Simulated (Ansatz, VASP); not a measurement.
One calculation of Au, two programs

INCAR

```
SYSTEM = Au
PREC = Accurate ; ENCUT = 520
EDIFF = 1E-6 ; ISMEAR = -1
SIGMA = 0.03 ; LREAL = .False.
LASPH = .True. ; NELM = 80
ALGO = Normal ; ISIF = 2
LWAVE = .False. ; LCHARG = .False.
GGA = CA ; NBANDS = 12
```

Contents of KPOINTS:

```
regular mesh
0
Gamma
  15 15 15
  0 0 0
```

The input POSCAR:

```
Au
1.0
    0.0000000000      2.0434303323      2.0434303323
    2.0434303323      0.0000000000      2.0434303323
    2.0434303323      2.0434303323      0.0000000000
Au
1
Direct
    0.0000000000      0.0000000000      0.0000000000
```

Input for Ansatz:

```yaml
crystal:
  lattice:
    - [0.0, 2.0434303323, 2.0434303323]
    - [2.0434303323, 0.0, 2.0434303323]
    - [2.0434303323, 2.0434303323, 0.0]
  atoms:
    - { symbol: Au, position: [0.0, 0.0, 0.0] }
kpoints:
  mp_grid: { grid: [15, 15, 15] }
scf:
  occupations: { method: fermi_dirac, width: 0.03 }
hamiltonian:
  xc: lda
  pseudopotentials: { kind: all_electron, lapw: { basis_error: 0.00025 } }
output:
  forces: true
  stress: true
  eigenvalues: true
```

Change from the starting cell: volume scaled by 0.9405.

Alike in both runs: task single point; functional LDA; k mesh 15 × 15 × 15; occupations fermi-dirac, width 0.03 eV; no spin polarisation.

|  | VASP | Ansatz |
| --- | --- | --- |
| version | VASP 6.6.1 | Ansatz 0.2.0 |
| potentials or method | VASP PAW LDA potentials, release 64 (Au) | all-electron LAPW, scalar-relativistic |
| plane-wave cutoff (eV) | 520 | see its input |

Ansatz gave:

- pressure (GPa): -5.3

Task: Estimate VASP's values.

Result: Pressure (GPa): -4.8.

Ansatz ran all-electron here, so the differences hold the error of VASP's frozen core and of both bases.

The runs have no spin-orbit coupling, so splittings on Au are missing.
